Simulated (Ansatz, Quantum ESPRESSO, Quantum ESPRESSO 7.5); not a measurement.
**2H-WS2, layer by layer**

What does each added layer of 2H-WS2 bring in screening, and what does it do to the gap?

Program: Quantum ESPRESSO 7.5. Level of theory: plane-wave DFT, PBE, GBRV ultrasoft pseudopotentials (geometry by Ansatz 0.2.0 with PAW datasets; geometry under PBE and PBE-D3(BJ)). Results are calculated unless marked as measured.

### Step 1. The structure

The cell holds 3 atoms: 2 S and 1 W. Its edges and angles: a = 3.180 Å, b = 3.180 Å, c = 20.476 Å, α = 90.0°, β = 90.0°, γ = 120.0°. It derives from WS2. Vacuum lies along c.

### Step 2. Relaxation with Ansatz, 1 layer

A relaxation in Ansatz fixes the structure of this slab for the runs on it.

Contents of input.yaml:

```yaml
crystal:
  lattice:
    - [3.18, 0.0, 0.0]
    - [-1.59, 2.753960784, 0.0]
    - [0.0, 0.0, 20.4756202324]
  atoms:
    - { symbol: S, position: [0.3333333333, 0.6666666667, 0.41512784] }
    - { symbol: W, position: [0.0, 0.0, 0.5] }
    - { symbol: S, position: [0.3333333333, 0.6666666667, 0.58487216] }
kpoints:
  mp_grid: { grid: [12, 12, 1] }
hamiltonian:
  xc: pbe
scf:
  occupations: { method: fermi_dirac, width: 0.05 }
  convergence: { dr2_threshold: 1.0e-08 }
efield:
  axis: 3
  dipole_correction: true
  ramp_position: 0.97
  ramp_width: 0.04
relax:
  f_tol: 0.01
  cell: { fix: [c, alpha, beta] }
output:
  write_potential: true
  write_density: true
  volumetric_format: npy
```

Command:

```
> ansatz run input.yaml --threads 4 --pin off --max-ram 8192MiB --backend cpu --events-out ev --progress --plain --runs-dir out
```

Numbers of over 12 decimals in the logs are rounded to 6 here.

What it wrote:

```text
Warning: relax.cell: scf.convergence.dr2_threshold = 1e-8 eV is looser than the 3e-10 eV advised for a relaxation that steers and ends on the stress (1e-10 eV for each atom of the cell: 3). What an SCF threshold leaves in a stress goes as its square root, and in the free energy as the threshold itself, and one threshold admits the most on a small cell: [figures from the program's tests cut] Set scf.convergence.dr2_threshold to 3e-10 eV or tighter. The threshold is an SCF's pass mark: one that does not reach it within its budget of iterations ends unconverged, or closes short of it on a stop that the run arms, and scf.convergence.dr2_threshold's page says what that costs each kind of run
Engine: ansatz 0.2.0, aarch64-unknown-linux-gnu
Pseudopotentials: kind: paw
Pseudopotential: S, paw, valence charge 6, recommended cutoff 420 eV (normal), S.paw.azcp
Pseudopotential: W, paw, valence charge 14, recommended cutoff 420 eV (normal), W.paw.azcp
Functional definition: PBE
  parameter kappa = 0.804
  parameter beta = 0.066725
  exchange = pbe_x(kappa = kappa, mu = beta*pi^2/3)
  correlation = pbe_c(beta = beta)
Crystal: 3 atoms, lattice volume = 179.317 Å³
Basis set: ecut = 420 eV, 3501 PW (Γ), exchange–correlation on 48×48×288 points (8 copies of the dense FFT grid, shifted against one another)
Bands: 17, of which v1, the nominal top of the filled ones, is band 13 counted from 1 (12 counted from 0)
Symmetry: 6 space group operations
k-points: 19 of 144 (time reversal used)
Non-local potential: S, projectors of the file, l = 0: 2, l = 1: 2, l = 2: 2
Non-local potential: W, projectors of the file, l = 0: 3, l = 1: 2, l = 2: 2, l = 3: 1
PAW form: soft (Blöchl's): semilocal exchange-correlation on the pseudo side does not see the compensation charge
PAW one-centre angular grid: S, 110 points (default); XC on 64 Gauss nodes
PAW one-centre angular grid: W, 590 points (default); XC on 64 Gauss nodes
Initial density: superposition of atomic densities (neutral atoms: chi_scale 0, normalization atom), corrected by the library's trained network
Initial wavefunctions: pseudopotential atomic-orbital guess
Functional: x = pbe(κ = 0.804, μ = 0.219515), c = pbe(β = 0.066725)
SCF iter   1: F=—  HF=-12190.972193 eV  |F-HF|=—  |Δ(HF+E_count)|=         —  Δρ=2.86e-3  dr2=5.25e-3  ethr=1.77e-3  p=0.000 e·Å  D=1.33e-4 V/Å  ΔV_dip=-0.00 eV  dr2_dipole=6.16e-8  V_vac-E_F(+/−)=4.97/4.97 eV  ⟨swp⟩=9.5  Hψ=2173  notcnv=0
efield: sawtooth ramp at fractional position 0.9700 (set: `efield.ramp_position`, or a place that a band, a saddle search or an elastic batch's reference lends), width 0.0400; the density the first Hamiltonian is built on has a dipole p = 0.000 e·Å; the dipole correction subtracts the counter field D = 1.33e-4 V/Å, which shifts the + side's vacuum level by -0.00 eV against the − side's; the planar-averaged density in the ramp window peaks in size at 2.3e-5 e/Å³
preconditioner: auto → none  [insulator: Δε(μ)=1.417 eV  Ē_g=7.998 eV  σ=0.050 eV  W_gap=1.00  n_scr=12 (ndim 8)  ℏωp=11.8 eV  f_vac=0.653  D(μ)=0.00/eV (n_scr^D=0)  ε∞_Penn≈3.2]
SCF iter   2: F=—  HF=-12190.978772 eV  |F-HF|=—  |Δ(HF+E_count)|=   6.58e-3  Δρ=1.50e-3  dr2=2.20e-3  ethr=2.02e-5  p=-0.000 e·Å  D=-4.29e-5 V/Å  ΔV_dip=0.00 eV  dr2_dipole=5.18e-7  V_vac-E_F(+/−)=4.94/4.94 eV  ⟨swp⟩=2.2  Hψ=717  notcnv=0
SCF iter   3: F=—  HF=-12190.982905 eV  |F-HF|=—  |Δ(HF+E_count)|=   4.13e-3  Δρ=1.50e-3  dr2=1.58e-2  ethr=8.45e-6  p=0.001 e·Å  D=6.17e-4 V/Å  ΔV_dip=-0.01 eV  dr2_dipole=2.92e-5  V_vac-E_F(+/−)=4.81/4.82 eV  ⟨swp⟩=2.7  Hψ=676  notcnv=0  recentre
SCF iter   4: F=—  HF=-12190.981248 eV  |F-HF|=—  |Δ(HF+E_count)|=   1.66e-3  Δρ=1.83e-4  dr2=1.15e-4  ethr=8.45e-6  p=-0.001 e·Å  D=-5.69e-4 V/Å  ΔV_dip=0.01 eV  dr2_dipole=2.61e-5  V_vac-E_F(+/−)=4.88/4.87 eV  ⟨swp⟩=2.0  Hψ=455  notcnv=0
SCF iter   5: F=—  HF=-12190.981388 eV  |F-HF|=—  |Δ(HF+E_count)|=   1.40e-4  Δρ=2.67e-4  dr2=1.29e-3  ethr=4.44e-7  p=0.002 e·Å  D=2.13e-3 V/Å  ΔV_dip=-0.04 eV  dr2_dipole=3.65e-4  V_vac-E_F(+/−)=4.85/4.90 eV  ⟨swp⟩=3.4  Hψ=606  notcnv=0
SCF iter   6: F=—  HF=-12190.981273 eV  |F-HF|=—  |Δ(HF+E_count)|=   1.15e-4  Δρ=2.80e-5  dr2=4.44e-6  ethr=4.44e-7  p=-0.000 e·Å  D=-6.66e-5 V/Å  ΔV_dip=0.00 eV  dr2_dipole=3.74e-7  V_vac-E_F(+/−)=4.88/4.88 eV  ⟨swp⟩=2.2  Hψ=434  notcnv=0
SCF iter   7: F=—  HF=-12190.981263 eV  |F-HF|=—  |Δ(HF+E_count)|=   9.44e-6  Δρ=9.36e-6  dr2=2.95e-7  ethr=1.71e-8  p=0.000 e·Å  D=4.58e-6 V/Å  ΔV_dip=-0.00 eV  dr2_dipole=4.29e-11  V_vac-E_F(+/−)=4.88/4.88 eV  ⟨swp⟩=2.1  Hψ=470  notcnv=0
SCF iter   8: F=—  HF=-12190.981264 eV  |F-HF|=—  |Δ(HF+E_count)|=   1.80e-7  Δρ=3.08e-6  dr2=3.27e-8  ethr=1.13e-9  p=-0.000 e·Å  D=-1.09e-5 V/Å  ΔV_dip=0.00 eV  dr2_dipole=5.66e-10  V_vac-E_F(+/−)=4.88/4.88 eV  ⟨swp⟩=2.3  Hψ=541  notcnv=0
SCF iter   9: F=-12190.981264 eV  HF=-12190.981264 eV  |F-HF|=1.49e-8  |Δ(HF+E_count)|=   1.76e-8  Δρ=1.41e-6  dr2=5.92e-9  ethr=3.85e-11  p=0.000 e·Å  D=5.77e-7 V/Å  ΔV_dip=-0.00 eV  dr2_dipole=4.24e-12  V_vac-E_F(+/−)=4.88/4.88 eV  ⟨swp⟩=10.7  Hψ=2344  notcnv=0
SCF 1 converged in 9 iterations: F = -12190.981264 eV  dr2 = 5.92e-9
  greatest PAW one-centre occupation: 1.000 electrons in one spin orbital (limit 2), on the W atom at site 1 (counted from 0), in its partial waves of l = 0
relax step   1: F+E_penalty+E_count = -12190.98126356 eV  Δ(F+E_penalty+E_count) = +0.000e0 eV  max|allowed force component| = 2.575e0 eV/Å  Δτ_max = 0.0000 Å  P = -4.158 GPa  Ω = 179.317 Å³  fix = [c, alpha, beta]  reactions: c -7.997 GPa  (9 SCF iters, accepted)
Crystal: 3 atoms, lattice volume = 179.321 Å³
Initial density: handed on by an earlier stage of this run
Initial wavefunctions: those handed on with the density
iter 1 solved again at ethr=8.56e-4 eV; its pass at ethr=3.10e-3 eV (dr2=2.22e-1 eV) is discarded
SCF iter   1: F=—  HF=-12191.466211 eV  |F-HF|=—  |Δ(HF+E_count)|=         —  Δρ=9.20e-3  dr2=2.40e-1  ethr=8.56e-4  p=0.000 e·Å  D=5.70e-7 V/Å  ΔV_dip=-0.00 eV  dr2_dipole=9.31e-12  V_vac-E_F(+/−)=4.99/4.99 eV  ⟨swp⟩=1.0  Hψ=2526  notcnv=0
efield: sawtooth ramp at fractional position 0.9700 (set: `efield.ramp_position`, or a place that a band, a saddle search or an elastic batch's reference lends), width 0.0400; the density the first Hamiltonian is built on has a dipole p = 0.000 e·Å; the dipole correction subtracts the counter field D = 5.70e-7 V/Å, which shifts the + side's vacuum level by -0.00 eV against the − side's; the planar-averaged density in the ramp window peaks in size at 1.7e-6 e/Å³
[...]
SCF iter   7: F=—  HF=-12191.435691 eV  |F-HF|=—  |Δ(HF+E_count)|=   6.88e-9  Δρ=3.77e-6  dr2=1.85e-7  ethr=3.85e-11  p=0.000 e·Å  D=3.04e-5 V/Å  ΔV_dip=-0.00 eV  dr2_dipole=4.79e-8  V_vac-E_F(+/−)=4.80/4.80 eV  ⟨swp⟩=12.0  Hψ=2549  notcnv=0  recentre
SCF iter   8: F=—  HF=-12191.435691 eV  |F-HF|=—  |Δ(HF+E_count)|=   1.71e-8  Δρ=2.87e-6  dr2=4.21e-8  ethr=2.94e-10  p=-0.000 e·Å  D=-1.27e-5 V/Å  ΔV_dip=0.00 eV  dr2_dipole=9.54e-9  V_vac-E_F(+/−)=4.80/4.80 eV  ⟨swp⟩=2.1  Hψ=416  notcnv=0
SCF iter   9: F=-12191.435691 eV  HF=-12191.435691 eV  |F-HF|=6.84e-10  |Δ(HF+E_count)|=   3.73e-9  Δρ=5.06e-7  dr2=8.14e-10  ethr=3.85e-11  p=-0.000 e·Å  D=-7.73e-7 V/Å  ΔV_dip=0.00 eV  dr2_dipole=1.42e-10  V_vac-E_F(+/−)=4.80/4.80 eV  ⟨swp⟩=10.1  Hψ=2253  notcnv=0
SCF 3 converged in 9 iterations: F = -12191.435691 eV  dr2 = 8.14e-10
relax step   3: F+E_penalty+E_count = -12191.43569059 eV  Δ(F+E_penalty+E_count) = -1.837e-2 eV  max|allowed force component| = 1.445e-1 eV/Å  Δτ_max = 0.0345 Å  P = -0.297 GPa  Ω = 180.566 Å³  energy of the carried Pulay correction = -5.644e-5 eV  fix = [c, alpha, beta]  reactions: c -0.406 GPa  (9 SCF iters, accepted)
[...]
relax step   4: F+E_penalty+E_count = -12191.43692422 eV  Δ(F+E_penalty+E_count) = -1.234e-3 eV  max|allowed force component| = 7.398e-3 eV/Å  Δτ_max = 0.0057 Å  P = -0.007 GPa  Ω = 180.118 Å³  energy of the carried Pulay correction = -3.623e-5 eV  fix = [c, alpha, beta]  reactions: c -0.022 GPa  (7 SCF iters, accepted)
Initial wavefunctions: pseudopotential atomic-orbital guess (no wavefunctions were taken with the density)
iter 1 solved again at ethr=4.49e-7 eV; its pass at ethr=3.10e-3 eV (dr2=1.17e-4 eV) is discarded
SCF iter   1: F=—  HF=-12191.436757 eV  |F-HF|=—  |Δ(HF+E_count)|=         —  Δρ=1.90e-5  dr2=1.91e-8  ethr=4.49e-7  p=0.000 e·Å  D=1.00e-6 V/Å  ΔV_dip=-0.00 eV  dr2_dipole=2.92e-11  V_vac-E_F(+/−)=4.80/4.80 eV  ⟨swp⟩=4.1  Hψ=3405  notcnv=0
efield: sawtooth ramp at fractional position 0.9700 (set: `efield.ramp_position`, or a place that a band, a saddle search or an elastic batch's reference lends), width 0.0400; the density the first Hamiltonian is built on has a dipole p = 0.000 e·Å; the dipole correction subtracts the counter field D = 1.00e-6 V/Å, which shifts the + side's vacuum level by -0.00 eV against the − side's; the planar-averaged density in the ramp window peaks in size at 1.7e-6 e/Å³
eigensolver tolerance schedule: the retry pair's looser diagonalisation over-reported the residual by 6099.05 of it (diagonalisation noise at 7.62 of the residual, at the tolerance the schedule requests for it); recorded, not acted on — ethr = c·dr2/N_el stays at c = 1.0e-1
preconditioner: auto → none  [insulator: Δε(μ)=1.812 eV  Ē_g=8.677 eV  σ=0.050 eV  W_gap=1.00  n_scr=12 (ndim 8)  ℏωp=11.7 eV  f_vac=0.670  D(μ)=0.00/eV (n_scr^D=0)  ε∞_Penn≈2.8]
SCF iter   2: F=—  HF=-12191.436909 eV  |F-HF|=—  |Δ(HF+E_count)|=   1.52e-4  Δρ=9.50e-6  dr2=7.37e-9  ethr=3.85e-11  p=-0.000 e·Å  D=-2.83e-6 V/Å  ΔV_dip=0.00 eV  dr2_dipole=6.43e-10  V_vac-E_F(+/−)=4.80/4.80 eV  ⟨swp⟩=11.1  Hψ=3229  notcnv=0
SCF iter   3: F=—  HF=-12191.436952 eV  |F-HF|=—  |Δ(HF+E_count)|=   4.33e-5  Δρ=4.01e-6  dr2=7.98e-8  ethr=2.83e-11  p=0.000 e·Å  D=1.98e-5 V/Å  ΔV_dip=-0.00 eV  dr2_dipole=1.98e-8  V_vac-E_F(+/−)=4.80/4.80 eV  ⟨swp⟩=3.7  Hψ=632  notcnv=0  recentre
SCF iter   4: F=-12191.436965 eV  HF=-12191.436962 eV  |F-HF|=3.61e-6  |Δ(HF+E_count)|=   9.96e-6  Δρ=1.42e-6  dr2=3.47e-9  ethr=2.83e-11  p=-0.000 e·Å  D=-2.89e-6 V/Å  ΔV_dip=0.00 eV  dr2_dipole=6.81e-10  V_vac-E_F(+/−)=4.80/4.80 eV  ⟨swp⟩=8.3  Hψ=2393  notcnv=0
SCF 5 converged in 4 iterations: F = -12191.436965 eV  dr2 = 3.47e-9
relax step   5: F+E_penalty+E_count = -12191.43696550 eV  Δ(F+E_penalty+E_count) = -4.128e-5 eV  max|allowed force component| = 7.421e-3 eV/Å  Δτ_max = 0.0000 Å  P = -0.006 GPa  Ω = 180.118 Å³  fix = [c, alpha, beta]  reactions: c -0.021 GPa  stress off target by 7.96e-4 GPa on what of the cell is left free  SCF on the basis re-selected at this cell (its energy is not comparable with the rows above)  (4 SCF iters)
basis re-selected at this cell: Δ(F+E_penalty+E_count) = -4.128e-5 eV, ΔP = +0.001 GPa vs the last step (what re-selecting the basis moved, of the pressure what is left beyond the Pulay correction that the steps carried, after the strain that the cell walked since its last selection, with what the two solves' SCF thresholds leave and, on support functions, any second-order correction that the steps lacked; it is no m [...]
WARN: The input density's exchange-correlation potential varies sharply where the density is thin. Do not read a vacuum level from v_tot or v_xc, or from such a field of the output density. On a cell that repeats whose density bears no net charge and no dipole along the vacuum's axis use v_es (v_loc + v_h of the components); under efield.dipole_correction with no amplitude use v_es + v_field, which holds any external [...]
SCF converged after 4 iterations
Free energy (F): -12191.436965 eV
Harris-Foulkes:  -12191.436962 eV  (|F-HF|=3.61e-6)
Internal energy: -12191.436965 eV  (E = F + TS)
E sigma→0 (E₀):  -12191.436965 eV
Fermi energy:    0.169120 eV
Dipole field:    D = 0.000034 V/Å  (p = 0.000034 e·Å, saw-weighted, corrected)
Work function:   Φ+ = 4.8003 eV   Φ− = 4.8010 eV
Levels:          The Fermi level and band energies are counted from a zero that moves with the ramp; work functions are not
--- Per-component energies (eV) ---
  E_band       = -493.133199
  E_kinetic    = 664.982414
  E_local      = -16235.296543  (includes V_loc(G=0)·N_el)
  E_nonlocal   = 57.242364
  E_hartree    = 7784.627037
  E_xc         = -461.624238
  E_vxc        = -414.299477  (∫ρ·V_xc dr)
  E_paw        = -9763.055762  (= ΣΔE_a)
  E_vpaw       = -135.019688  (= ΣTr[D̂ρ^β])
  E_aug_tail   = -0.000059  (compensation charges beyond the density's cutoff)
  E_efield     = 0.000000  (sawtooth field / dipole correction)
  E_vefield    = -0.000182  (∫n·V_field dr)
  E_ewald      = 5761.687821
  E_smearing   = -0.000000  (= −TS)
  E_closure    = 0.000000  (closes the sum)
  Σ components = -12191.436965   (vs F -12191.436965, Δ=0.00e0)
--- Forces (eV/Å), atoms counted from 1 ---
  atom   1  S      0.00000000     0.00000000     0.00741599
  atom   2  W      0.00000000    -0.00000000    -0.00001228
  atom   3  S      0.00000000     0.00000000    -0.00741860
  max |Σ_I F_I| component: 1.49e-5 eV/Å
--- Stress (GPa, compression-positive) ---
        0.000796       0.000000      -0.000000
        0.000000       0.000796       0.000000
       -0.000000       0.000000      -0.020793
  P = ⅓ Tr σ = -0.0064 GPa (-0.064 kbar)
--- Band table (eV; the first three rows and the last of 19) ---
  k-point 0: bands = [... 9 lower, -2.8477, -2.3612, -2.3612, -0.7890, 2.1255, 2.1255, 2.2730, 2.2730]
  k-point 1: bands = [... 9 lower, -3.2484, -2.5394, -2.1593, -0.8472, 1.9975, 2.0264, 2.1722, 2.3369]
  k-point 2: bands = [... 9 lower, -3.1680, -2.9553, -2.1468, -1.1097, 1.6062, 1.9538, 2.0408, 2.8228]
  k-point 18: bands = [... 9 lower, -4.6205, -3.9742, -3.1109, -0.7486, 1.0632, 2.5879, 3.2614, 4.7406]
--- Relaxed structure (4 steps of the walk, 4 accepted, 1 SCFs on fresh bases) ---
  F+E_penalty+E_count = -12191.43696550 eV   max|allowed force component| = 7.421e-3 eV/Å   (the final SCF, on the basis selected at the relaxed cell)
  cell:  # Å, volume = 180.1182 Å³
    - [3.187095, 2.6255428498783485e-19, 0]
    - [-1.593547, 2.760105, 0]
    - [0, 0, 20.4756202324]
  atoms:
    - { symbol: S, position: [0.333333, 0.666667, 0.423242] }
    - { symbol: W, position: [0, -2.878355989888598e-17, 0.500000] }
    - { symbol: S, position: [0.333333, 0.666667, 0.576758] }
```

Run time: 6.4 s. Hardware: 4 threads of Arm Neoverse V2, shared host; peak memory 0.45 GiB; 24 s of CPU time.

The steps of the relaxation:

| step | energy less that of the first step (eV) | largest force component (eV/Å) | pressure (GPa) | volume (Å³) |
| --- | --- | --- | --- | --- |
| 1 | 0.0000 | 2.5752 | -4.16 | 179.32 |
| 2 | -0.4361 | 0.6280 | 1.14 | 179.32 |
| 3 | -0.4544 | 0.1445 | -0.30 | 180.57 |
| 4 | -0.4557 | 0.0074 | -0.01 | 180.12 |
| 5* | -0.4557 | 0.0074 | -0.01 | 180.12 |

Relaxation steps marked * repeat the geometry before them on a plane-wave basis chosen anew for their cell, so energy and pressure can jump there.

| cell as run | before | after | change |
| --- | --- | --- | --- |
| a (Å) | 3.180 | 3.187 | +0.2 % |
| b (Å) | 3.180 | 3.187 | +0.2 % |

The atoms that moved most (Å, along periodic axes as changes of fractional coordinates times the final cell, across vacuum about the mean position):

| atom | dx | dy | dz | length |
| --- | --- | --- | --- | --- |
| S1 | 0.000 | 0.000 | 0.166 | 0.166 |
| S3 | 0.000 | 0.000 | -0.166 | 0.166 |

Final coordinates:

```xyz
3
Lattice="3.1871 0.0000 0.0000 -1.5935 2.7601 0.0000 0.0000 0.0000 20.4756" Properties=species:S:1:pos:R:3
S     0.0000    1.8401    8.6661
W     0.0000    0.0000   10.2378
S     0.0000    1.8401   11.8095
```

This step gave:

| Item | Value |
| --- | --- |
| free energy | -12191.4370 eV |
| Fermi energy | 0.1691 eV |
| gap by band count | 1.812 eV |
| symmetry operations | 6 |
| dipole along the normal | 3.40e-5 e·Å |
| vacuum level at the upper face over a Fermi level inside the gap | 4.800 eV |
| vacuum level at the lower face over a Fermi level inside the gap | 4.801 eV |

(Part 1 of 8 ends here.)

[Logs are printed without paths, hosts, clocks, repeated set-up lines and the standing remarks that a program may print on its own settings, such as how far it seeks lower states.]

[Hosts, paths, dates, database ids (printed as entryN), source tags and the programs' standing remarks are cut or masked in the printed files.]

[Maps of the electrostatic potential energy from Ansatz leave out the sawtooth potential of an applied field or a dipole correction, so their vacuum need not be flat; planar profiles and work functions include it.]
